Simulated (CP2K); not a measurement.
Wanted: the native input for a CP2K 2026.2 run.

- Task: band structure
- Functional: PBE
- Potentials or basis: POTENTIAL_UZH Hg GTH-PBE-q12, Se GTH-PBE-q6; TZVP-MOLOPT-PBE-GTH basis
- Density cutoff: 6123 eV
- k mesh: 8 × 8 × 8
- Occupations: fermi-dirac, width 0.01 eV
- Spin: no spin polarisation
- SCF solver: diagonalisation with k points
- Quickstep method: GPW
- EPS_DEFAULT: 1.0E-9
- EPS_SCF: 1.0E-6
- MAX_SCF: 100
- SCF_GUESS: ATOMIC
- k points reduced by the point group: yes
- Mesh centred on Gamma: yes
- CHOLESKY: OFF
- EPS_EIGVAL: 1.0E-7
- MIXING METHOD: BROYDEN_MIXING
- MIXING ALPHA: 0.4
- NBUFFER: 8
- NGRIDS: 4
- Basis sets: Hg TZVP-MOLOPT-PBE-GTH-q12, Se TZVP-MOLOPT-PBE-GTH-q6
- Potentials: Hg GTH-PBE-q12 of POTENTIAL_UZH, Se GTH-PBE-q6 of POTENTIAL_UZH
- ADDED_MOS: [10]
- Points a segment of the path (NPOINTS): 6
- Bands added on the path: 6
- REL_CUTOFF (Ry): 60 Ry
- MIXING BETA (1/bohr): 1.5 1/bohr
- CUTOFF of the grids: 450 Ry

Crystal: HgSe.

```xyz
2
Lattice="4.2978 0.0000 0.0000 2.1489 3.7220 0.0000 2.1489 1.2407 3.5091" Properties=species:S:1:pos:R:3 pbc="T T T"
Hg    0.0000    0.0000    0.0000
Se    6.4467    3.7220    2.6319
```

The input as run:

hgse_bands.inp

```
&GLOBAL
  PROJECT hgse_bands
  RUN_TYPE ENERGY_FORCE
  PRINT_LEVEL LOW
&END GLOBAL
&FORCE_EVAL
  METHOD QS
  STRESS_TENSOR ANALYTICAL
  &DFT
    BASIS_SET_FILE_NAME BASIS_MOLOPT_UZH
    POTENTIAL_FILE_NAME POTENTIAL_UZH
    &MGRID
      CUTOFF 450
      REL_CUTOFF 60
      NGRIDS 4
    &END MGRID
    &QS
      METHOD GPW
      EPS_DEFAULT 1.0E-9
    &END QS
    &KPOINTS
      SCHEME MONKHORST-PACK 8 8 8
      GAMMA_CENTERED T
      SYMMETRY T
      SYMMETRY_BACKEND SPGLIB
    &END KPOINTS
    &SCF
      SCF_GUESS ATOMIC
      EPS_SCF 1.0E-6
      MAX_SCF 100
      ADDED_MOS 10
      CHOLESKY OFF
      EPS_EIGVAL 1.0E-7
      &DIAGONALIZATION ON
        ALGORITHM STANDARD
      &END DIAGONALIZATION
      &MIXING ON
        METHOD BROYDEN_MIXING
        ALPHA 0.4
        BETA 1.5
        NBUFFER 8
      &END MIXING
      &SMEAR ON
        METHOD FERMI_DIRAC
        ELECTRONIC_TEMPERATURE [K] 116.045
      &END SMEAR
    &END SCF
    &XC
      &XC_FUNCTIONAL PBE
      &END XC_FUNCTIONAL
    &END XC
    &PRINT
      &KPOINTS ON
      &END KPOINTS
      &MULLIKEN ON
      &END MULLIKEN
      &MO ON
        ENERGIES T
        OCCUPATION_NUMBERS T
        &EACH
          QS_SCF 0
        &END EACH
        ADD_LAST NUMERIC
      &END MO
      &BAND_STRUCTURE
        FILE_NAME bands.bs
        ADDED_MOS 6
        &KPOINT_SET
          UNITS B_VECTOR
          NPOINTS 6
          SPECIAL_POINT GAMMA 0.00000000 0.00000000 0.00000000
          SPECIAL_POINT X 0.50000000 0.00000000 0.50000000
          SPECIAL_POINT W 0.50000000 0.25000000 0.75000000
          SPECIAL_POINT K 0.37500000 0.37500000 0.75000000
          SPECIAL_POINT GAMMA 0.00000000 0.00000000 0.00000000
          SPECIAL_POINT L 0.50000000 0.50000000 0.50000000
          SPECIAL_POINT U 0.62500000 0.25000000 0.62500000
          SPECIAL_POINT W 0.50000000 0.25000000 0.75000000
          SPECIAL_POINT L 0.50000000 0.50000000 0.50000000
          SPECIAL_POINT K 0.37500000 0.37500000 0.75000000
        &END KPOINT_SET
        &KPOINT_SET
          UNITS B_VECTOR
          NPOINTS 6
          SPECIAL_POINT U 0.62500000 0.25000000 0.62500000
          SPECIAL_POINT X 0.50000000 0.00000000 0.50000000
        &END KPOINT_SET
      &END BAND_STRUCTURE
    &END PRINT
  &END DFT
  &SUBSYS
    &CELL
      ABC 4.2977950161 4.2977950161 4.2977950160
      ALPHA_BETA_GAMMA 60.0000000003 60.0000000000 60.0000000006
      PERIODIC XYZ
    &END CELL
    &COORD
      SCALED
      Hg  0.0000000000 0.0000000000 0.0000000000
      Se  0.7500000000 0.7500000000 0.7500000000
    &END COORD
    &KIND Hg
      BASIS_SET TZVP-MOLOPT-PBE-GTH-q12
      POTENTIAL GTH-PBE-q12
    &END KIND
    &KIND Se
      BASIS_SET TZVP-MOLOPT-PBE-GTH-q6
      POTENTIAL GTH-PBE-q6
    &END KIND
    &PRINT
      &ATOMIC_COORDINATES ON
      &END ATOMIC_COORDINATES
      &CELL ON
      &END CELL
    &END PRINT
  &END SUBSYS
  &PRINT
    &FORCES ON
    &END FORCES
    &STRESS_TENSOR ON
    &END STRESS_TENSOR
  &END PRINT
&END FORCE_EVAL
```

Potentials or basis: POTENTIAL_UZH Hg GTH-PBE-q12, Se GTH-PBE-q6; TZVP-MOLOPT-PBE-GTH basis.

Launch:

```console
$ OMP_NUM_THREADS=2 cp2k.psmp -i hgse_bands.inp -o hgse_bands.out
```

Results of the run:

```yaml
Pressure: 5.6 GPa
Band_gap_on_the_k_mesh: none (metal or under the smearing width)
Mulliken_charges: Hg +0.27; Se -0.27 e
```

Caveat: Mulliken charges move with the basis; spin-orbit coupling is left out, which moves the levels of the heavy elements; the basis of atomic orbitals isn't converged, which shifts pressures, moduli and gaps.

Wall time 32 s on 2 threads of AMD EPYC 7R43 64-Core Processor (Zen 3), on a shared host, peak memory 0.37 GiB.
